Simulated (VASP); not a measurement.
Here is a VASP 6.6.1 calculation.

Contents of POSCAR:

```
Mn3Si
1.0
    0.0000000000      2.8610000000      2.8610000000
    2.8610000000      0.0000000000      2.8610000000
    2.8610000000      2.8610000000      0.0000000000
Mn Si
3 1
Direct
    0.5000000000      0.5000000000      0.5000000000
    0.2500000000      0.2500000000      0.2500000000
    0.7500000000      0.7500000000      0.7500000000
    0.0000000000      0.0000000000      0.0000000000
```

The input INCAR.step1:

```
PREC = Accurate
ENCUT = 520
ISMEAR = -1
SIGMA = 0.1
LREAL = F
LASPH = T
NELM = 150
ISPIN = 2
MAGMOM = 0.423 0.423 0.424 0
NUPDOWN = 1.27
LMAXMIX = 4
NBANDS = 34
GGA = PE
ALGO = Normal
EDIFF = 1E-4
LWAVE = T
LCHARG = F
```

The input INCAR.step2:

```
PREC = Accurate
ENCUT = 520
EDIFF = 1E-6
ISMEAR = -1
SIGMA = 0.1
LREAL = F
LASPH = T
NELM = 150
ALGO = Normal
ISIF = 2
LWAVE = F
LCHARG = T
ISPIN = 2
MAGMOM = 0.423 0.423 0.424 0
LORBIT = 11
NUPDOWN = 1.27
LMAXMIX = 4
METAGGA = R2SCAN
LMIXTAU = T
LELF = T
LVHAR = T
NBANDS = 34
ISTART = 1
```

KPOINTS

```
regular mesh
0
Gamma
  7 7 7
```

Potentials or basis: VASP PAW PBE potentials, release 64 (Mn_pv, Si).

Command:

```sh
$ cat potpaw_PBE.64/Mn_pv/POTCAR potpaw_PBE.64/Si/POTCAR > POTCAR
$ cp INCAR.step1 INCAR
$ mpirun -np 1 vasp_std > vasp.out
$ cp INCAR.step2 INCAR
$ mpirun -np 1 vasp_std > vasp.out
```

Q: What does it give for the pressure?

A: -7.7 GPa.

Caveat: the PAW data sets were made with another functional, which shifts forces and pressure a little; the total moment is fixed, so each spin has its own Fermi level.
